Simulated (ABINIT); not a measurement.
# MgB2 (P6/mmm) in ABINIT: settings compared

The runs below take MgB2 through relaxation of cell and atoms, with LDA, PBEsol.

All numbers are computed with ABINIT 10.8.3 (patched build); they aren't measurements. Logs are shortened: lines on timing, memory, paths and dates and some standing lists are left out, and cuts for length are marked. The log counts tension as positive stress, the text compression.

### Step 1. The structure

It takes space group P6/mmm (No. 191, hexagonal). Conventional cell: a = 3.085 Å, b = 3.085 Å, c = 3.523 Å, α = 90.00°, β = 90.00°, γ = 120.00°. Mg (site symmetry 6/mmm) is surrounded by 12 B at 2.51 Å. B (site symmetry -6m2) has 3 B at 1.78 Å as nearest neighbours.

### Step 2. Relaxation of cell and atoms, LDA

run.abi reads:

```
# Pseudopotentials
pp_dirpath "./"
pseudos "Mg.GGA_PBE-JTH.xml, B.GGA_PBE-JTH.xml"

# Structure
acell 5.8298050945 5.8298050945 6.6575051371
rprim
     1.0000000000     0.0000000000     0.0000000000
    -0.5000000000     0.8660254038     0.0000000000
     0.0000000000     0.0000000000     1.0000000000
ntypat 2
znucl 12 5
natom 3
typat 1 2 2
xred
     0.0000000000     0.0000000000     0.0000000000
     0.6666666667     0.3333333333     0.5000000000
     0.3333333333     0.6666666667     0.5000000000
chkprim 0
chksymtnons 0
tolsym 1.0e-6

# Plane-wave basis
ecut 23.0
pawecutdg 45.0
pawovlp -1

# k points
kptopt 1
ngkpt 10 10 8
nshiftk 1
shiftk 0.0 0.0 0.0

# Exchange and correlation
ixc 7

# Bands and occupations
nband 12
occopt 3
tsmear 0.05 eV

# SCF cycle
nstep 100
tolvrs 1.0e-9

# Output
iomode 3
prtwf 0
prtden 0
prteig 0
prtebands 0

# Relaxation
ionmov 2
ntime 60
tolmxf 0.0005
optcell 2
dilatmx 1.08
ecutsm 0.5
```

Potentials or basis: JTH PAW PBE v2.0.

Run with:

```sh
> abinit run.abi > log 2>&1
```

run.abo:

```text
.Version 10.8.3 of ABINIT
 Symmetries : space group P6/m m m (#191); Bravais hP (primitive hexag.)
================================================================================
 Values of the parameters that define the memory need of the present run
     intxc =       0    ionmov =       2      iscf =      17    lmnmax =       8
     lnmax =       4     mgfft =      32  mpssoang =       2    mqgrid =    3001
     natom =       3  nloc_mem =       2    nspden =       1   nspinor =       1
    nsppol =       1      nsym =      24    n1xccc =       1    ntypat =       2
    occopt =       3   xclevel =       1
       mpw =        1316          nfft =       28800          nkpt =          70
 PAW method is used; the additional fine FFT grid is defined by:
   mgfftf=        45    nfftf =     72000
================================================================================
================================================================================

--------------------------------------------------------------------------------
------------- Echo of variables that govern the present computation ------------
--------------------------------------------------------------------------------
 -outvars: echo values of preprocessed input variables --------
            acell      5.8298050945E+00  5.8298050945E+00  6.6575051371E+00 Bohr
              amu      2.43050000E+01  1.08110000E+01
          chkprim           0
      chksymtnons           0
          dilatmx      1.08000000E+00
             ecut      2.30000000E+01 Hartree
           ecutsm      5.00000000E-01 Hartree
           ionmov           2
                       outvar_i_n : Printing only first  50 k-points.
              ixc           7
                       outvar_i_n : Printing only first  50 k-points.
         kptrlatt       10    0    0      0   10    0      0    0    8
          kptrlen      5.32600411E+01
            natom           3
            nband          12
            ngfft          30      30      32
          ngfftdg          40      40      45
             nkpt          70
            nstep         100
             nsym          24
            ntime          60
           ntypat           2
                       prtocc : prtvol=0, do not print more k-points.
           occopt           3
          optcell           2
        pawecutdg      4.50000000E+01 Hartree
          pawovlp     -1.0000000000E+00
           prtden           0
        prtebands           0
           prteig           0
            prtwf           0
            rprim      1.0000000000E+00  0.0000000000E+00  0.0000000000E+00
                      -5.0000000000E-01  8.6602540380E-01  0.0000000000E+00
                       0.0000000000E+00  0.0000000000E+00  1.0000000000E+00
          spgroup         191
           tolmxf      5.00000000E-04
           tolsym      1.00000000E-06
           tolvrs      1.00000000E-09
           tsmear      1.83746611E-03 Hartree
            typat      1  2  2
           useylm           1
                       outvars : Printing only first  50 k-points.
           xangst      0.0000000000E+00  0.0000000000E+00  0.0000000000E+00
                       1.5424999990E+00  8.9056278964E-01  1.7614999988E+00
                      -7.9179545087E-18  1.7811255793E+00  1.7614999988E+00
            xcart      0.0000000000E+00  0.0000000000E+00  0.0000000000E+00
                       2.9149025472E+00  1.6829197703E+00  3.3287525686E+00
                      -1.4962765499E-17  3.3658395407E+00  3.3287525686E+00
             xred      0.0000000000E+00  0.0000000000E+00  0.0000000000E+00
                       6.6666666667E-01  3.3333333333E-01  5.0000000000E-01
                       3.3333333333E-01  6.6666666667E-01  5.0000000000E-01
            znucl       12.00000    5.00000

================================================================================

 chkinp: Checking input parameters for consistency.

================================================================================
== DATASET  1 ==================================================================

--- !DatasetInfo
iteration_state: {dtset: 1, }
dimensions: {natom: 3, nkpt: 70, mband: 12, nsppol: 1, nspinor: 1, nspden: 1, mpw: 1316, }
cutoff_energies: {ecut:  23.0, pawecutdg:  45.0, }
electrons: {nelect:   1.60000000E+01, charge:   0.00000000E+00, occopt:   3.00000000E+00, tsmear:   1.83746611E-03, }
meta: {optdriver: 0, ionmov: 2, optcell: 2, iscf: 17, paral_kgb: 0, }
...

[... 28 lines left out ...]
 Compensation charge density is not taken into account in XC energy/potential

- pspini: atom type   2  psp file is ./B.GGA_PBE-JTH.xml
 Pseudopotential format is: paw10
 basis_size (lnmax)=  4 (lmn_size=  8), orbitals=   0   0   1   1
 Spheres core radius: rc_sph= 1.70616958
 Shapefunction is SIN type: shapef(r)=[sin(pi*r/rshp)/(pi*r/rshp)]**2
 Radius for shape functions =  1.40269776
 Compensation charge density is not taken into account in XC energy/potential

   3.19844030E+02                                ecore*ucvol(ha*bohr**3)
--------------------------------------------------------------------------------

================================================================================

=== [ionmov= 2] Broyden-Fletcher-Goldfarb-Shanno method (forces)
================================================================================

--- Iteration: ( 1/60) Internal Cycle: (1/1)
--------------------------------------------------------------------------------

---SELF-CONSISTENT-FIELD CONVERGENCE--------------------------------------------
[... 508 lines left out ...]
 Difference of energy with previous step (new-old):
           Absolute (Ha)=-1.96983E-05
           Relative     =-2.84469E-07

 At Broyd/MD step   5, gradients are converged :
  max grad (force/stress) = 1.4038E-04 < tolmxf= 5.0000E-04 ha/bohr (free atoms)

================================================================================

 ----iterations are completed or convergence reached----

 Mean square residual over all n,k,spin=   56.272E-09; max=  33.908E-06
 reduced coordinates (array xred) for    3 atoms
      -0.000000000000     -0.000000000000      0.000000000000
       0.666666666667      0.333333333333      0.500000000000
       0.333333333333      0.666666666667      0.500000000000
 rms dE/dt=  2.3747E-28; max dE/dt=  2.6926E-28; dE/dt below (all hartree)
    1       0.000000000000      0.000000000000      0.000000000000
    2       0.000000000000     -0.000000000000      0.000000000000
    3      -0.000000000000      0.000000000000      0.000000000000

 cartesian coordinates (angstrom) at end:
    1     -0.00000000000000    -0.00000000000000     0.00000000000000
    2      1.52298353495129     0.87929495389130     1.72313674202531
    3     -0.00000000000000     1.75858990778259     1.72313674202531

 cartesian forces (hartree/bohr) at end:
    1     -0.00000000000000    -0.00000000000000    -0.00000000000000
    2     -0.00000000000000     0.00000000000000    -0.00000000000000
    3      0.00000000000000    -0.00000000000000    -0.00000000000000
 frms,max,avg= 3.4477748E-29 7.7965742E-29   0.000E+00  0.000E+00  0.000E+00 h/b

 cartesian forces (eV/Angstrom) at end:
    1     -0.00000000000000    -0.00000000000000    -0.00000000000000
    2     -0.00000000000000     0.00000000000000    -0.00000000000000
    3      0.00000000000000    -0.00000000000000    -0.00000000000000
 frms,max,avg= 1.7729171E-27 4.0091596E-27   0.000E+00  0.000E+00  0.000E+00 e/A
 length scales=  5.756043550650  5.756043550727  6.512513039834 bohr
              =  3.045967069903  3.045967069944  3.446273484051 angstroms
 Fermi (or HOMO) energy (hartree) =   0.26680   Average Vxc (hartree)=  -0.40666
 Eigenvalues (hartree) for nkpt=  70  k points:
 kpt#   1, nband= 12, wtk=  0.00125, kpt=  0.0000  0.0000  0.0000 (reduced coord)
  -2.46525   -1.26798   -1.26798   -1.26768   -0.19684    0.15739    0.27780    0.27780
   0.33561    0.49981    0.49981    0.58049
      occupation numbers for kpt#   1
   2.00000    2.00000    2.00000    2.00000    2.00000    2.00000    0.00500    0.00500
   0.00000    0.00000    0.00000    0.00000
 prteigrs : prtvol=0 or 1, do not print more k-points.

--- !EnergyTerms
iteration_state     : {dtset: 1, itime: 5, icycle: 1, }
comment             : Components of total free energy in Hartree
kinetic             :  7.11274671308359E+00
hartree             :  1.36367927276388E+01
xc                  : -3.52680031350366E+00
Ewald energy        : -3.75188583316137E+01
psp_core            :  1.71163386076142E+00
local_psp           : -4.20005253410935E+01
PAW spherical_terms : -8.66062763067618E+00
internal            : -6.92456383154032E+01
'-kT*entropy'       : -2.23598338960573E-04
total_energy        : -6.92458619137422E+01
total_energy_eV     : -1.88427589447070E+03
...

--- !EnergyTermsDC
iteration_state     : {dtset: 1, itime: 5, icycle: 1, }
comment             : '"Double-counting" decomposition of free energy'
band_energy         : -1.18809197782700E+01
Ewald energy        : -3.75188583316137E+01
psp_core            :  1.71163386076142E+00
xc_dc               : -1.26801531140053E+01
PAW spherical_terms : -8.87734290728245E+00
internal            : -6.92456402704100E+01
'-kT*entropy'       : -2.23598338960573E-04
total_energy_dc     : -6.92458638687490E+01
total_energy_dc_eV  : -1.88427594766915E+03
...

--- !EnergyTermsWithPAWCore
iteration_state     : {dtset: 1, itime: 5, icycle: 1, }
comment             : 'Components of total free energy, including PAW core contributions'
Total energy        : -2.48781518151230E+02
Total energy DC     : -2.48781520106237E+02
Total energy (eV)   : -6.76968998127465E+03
Total energy DC (eV): -6.76969003447310E+03
...

 Cartesian components of stress tensor (hartree/bohr^3)
  sigma(1 1)=  8.49418564E-07  sigma(3 2)=  0.00000000E+00
  sigma(2 2)=  8.49418235E-07  sigma(3 1)=  0.00000000E+00
  sigma(3 3)= -1.40377519E-06  sigma(2 1)=  0.00000000E+00

-Cartesian components of stress tensor (GPa)         [Pressure= -2.8937E-03 GPa]
- sigma(1 1)=  2.49907569E-02  sigma(3 2)=  0.00000000E+00
- sigma(2 2)=  2.49907473E-02  sigma(3 1)=  0.00000000E+00
- sigma(3 3)= -4.13004920E-02  sigma(2 1)=  0.00000000E+00

== END DATASET(S) ==============================================================
================================================================================

 -outvars: echo values of variables after computation  --------
            acell      5.7560435506E+00  5.7560435507E+00  6.5125130398E+00 Bohr
           etotal     -6.9245863869E+01
            fcart     -1.5593148311E-29 -9.0027083749E-30 -0.0000000000E+00
                      -6.2372593245E-29  1.8005416750E-29 -0.0000000000E+00
                       7.7965741557E-29 -9.0027083749E-30 -0.0000000000E+00
            rprim      1.0000000000E+00  0.0000000000E+00  0.0000000000E+00
                      -4.9999999999E-01  8.6602540379E-01  0.0000000000E+00
                       0.0000000000E+00  0.0000000000E+00  1.0000000000E+00
           strten      8.4941856380E-07  8.4941823459E-07 -1.4037751919E-06
                       0.0000000000E+00  0.0000000000E+00  0.0000000000E+00
           xangst     -5.2989652443E-29 -3.0593590102E-29  0.0000000000E+00
                       1.5229835350E+00  8.7929495389E-01  1.7231367420E+00
                      -2.8621747113E-18  1.7585899078E+00  1.7231367420E+00
             xred     -2.3195546210E-29 -1.1597773105E-29  0.0000000000E+00
                       6.6666666667E-01  3.3333333333E-01  5.0000000000E-01
                       3.3333333333E-01  6.6666666667E-01  5.0000000000E-01
 Calculation completed.
```

Run time: 1.8 min. Hardware: 1 thread of Arm Neoverse V1, shared host; peak memory 0.11 GiB.

What came out:

```yaml
Free_energy: -1884.2759 eV
Relaxed_volume: 9.23 Å³/atom
Relaxed_cell: a = 3.046 Å, b = 3.046 Å, c = 3.446 Å, α = 90.00°, β = 90.00°, γ = 120.00°
Space_group_after_relaxing_to_0.05_Å: P6/mmm (No. 191)
Energy_gained_by_relaxing: 9.7 meV/atom
Ionic_steps: 5
Pressure_after_relaxing: 0.0 GPa
Band_gap_on_the_k_mesh: none (metal or under the smearing width)
```

The path:
```
step  energy change (eV)  largest force (eV/Å)  pressure (GPa)  volume (Å³)
   1              0.0000                0.0000           -6.80        29.04
   2             -0.0199                0.0000           -3.77        28.44
   3             -0.0283                0.0000            0.13        27.73
   4             -0.0287                0.0000            0.06        27.73
   5             -0.0292                0.0000            0.00        27.69
```

Final structure:
```
CELL_PARAMETERS angstrom
3.04597 0.00000 0.00000
-1.52298 2.63788 0.00000
0.00000 0.00000 3.44627
ATOMIC_POSITIONS crystal
Mg 0.00000 0.00000 0.00000
B 0.66667 0.33333 0.50000
B 0.33333 0.66667 0.50000
```

Levels at points of the mesh, in eV from the Fermi level:
```
           k point  band 5  band 6  band 7  band 8  band 9  band 10  band 11  band 12
(0.00, 0.00, 0.00)  -12.62   -2.98    0.30    0.30    1.87     6.34     6.34     8.54
(0.50, 0.00, 0.00)   -8.60   -8.03   -2.30    0.21    3.16     3.92     5.61     7.48
(0.00, 0.00, 0.50)  -11.19   -7.69    0.71    0.71    6.69     6.69     8.01    10.45
(0.50, 0.00, 0.50)   -7.54   -7.03   -3.73   -1.99   -1.42     5.99     8.93     9.02
```

Caveat: the PAW data sets were made with another functional, which shifts forces and pressure a little; the atomic spheres overlap. Zero-point motion and thermal expansion aren't in these numbers.

### Step 3. Relaxation of cell and atoms, PBEsol

Edit run.abi of step 2 so:

```diff
@@ -25,2 +25,3 @@
 pawecutdg 45.0
+pawxcdev 0
 pawovlp -1
@@ -34,3 +35,3 @@
 # Exchange and correlation
-ixc 7
+ixc -116133
```

Potentials or basis: JTH PAW PBE v2.0.

Run with:

```sh
> abinit run.abi > log 2>&1
```

It took 2.3 min on 1 thread of Arm Neoverse V1, shared host; peak memory 0.12 GiB.

The run converged. Its results:

| Property | Result |
| --- | --- |
| Free energy | -1881.9963 eV |
| Relaxed volume | 9.49 Å³/atom |
| Relaxed cell | a = 3.070 Å, b = 3.070 Å, c = 3.486 Å, α = 90.00°, β = 90.00°, γ = 120.00° |
| Space group after relaxing (to 0.05 Å) | P6/mmm (No. 191) |
| Energy gained by relaxing | 1.7 meV/atom |
| Ionic steps | 5 |
| Pressure after relaxing | 0.0 GPa |
| Band gap on the k mesh | none (metal or under the smearing width) |

Step by step:
| step | energy change (eV) | largest force (eV/Å) | pressure (GPa) | volume (Å³) |
| --- | --- | --- | --- | --- |
| 1 | 0.0000 | 0.0000 | -2.81 | 29.04 |
| 2 | -0.0034 | 0.0000 | -1.54 | 28.79 |
| 3 | -0.0050 | 0.0000 | 0.04 | 28.48 |
| 4 | -0.0051 | 0.0000 | 0.06 | 28.47 |
| 5 | -0.0052 | 0.0000 | 0.01 | 28.46 |

Final structure:
```
Mg B
1.0
     3.07030    0.00000    0.00000
    -1.53515    2.65896    0.00000
     0.00000    0.00000    3.48564
Mg B
1 2
Direct
  0.00000 0.00000 0.00000
  0.66667 0.33333 0.50000
  0.33333 0.66667 0.50000
```

Levels at points of the mesh, in eV from the Fermi level:
```tsv
k point	band 4	band 5	band 6	band 7	band 8	band 9	band 10	band 11	band 12
(0.00, 0.00, 0.00)	-41.63	-12.56	-2.96	0.32	0.32	1.71	6.26	6.26	8.18
(0.50, 0.00, 0.00)	-41.62	-8.61	-7.97	-2.25	0.19	3.10	3.79	5.42	7.27
(0.00, 0.00, 0.50)	-41.63	-11.21	-7.58	0.72	0.72	6.60	6.60	7.94	10.07
(0.50, 0.00, 0.50)	-41.63	-7.60	-7.01	-3.68	-1.95	-1.40	5.73	8.83	8.90
```

Caveat: the PAW data sets were made with another functional, which shifts forces and pressure a little; the atomic spheres overlap.
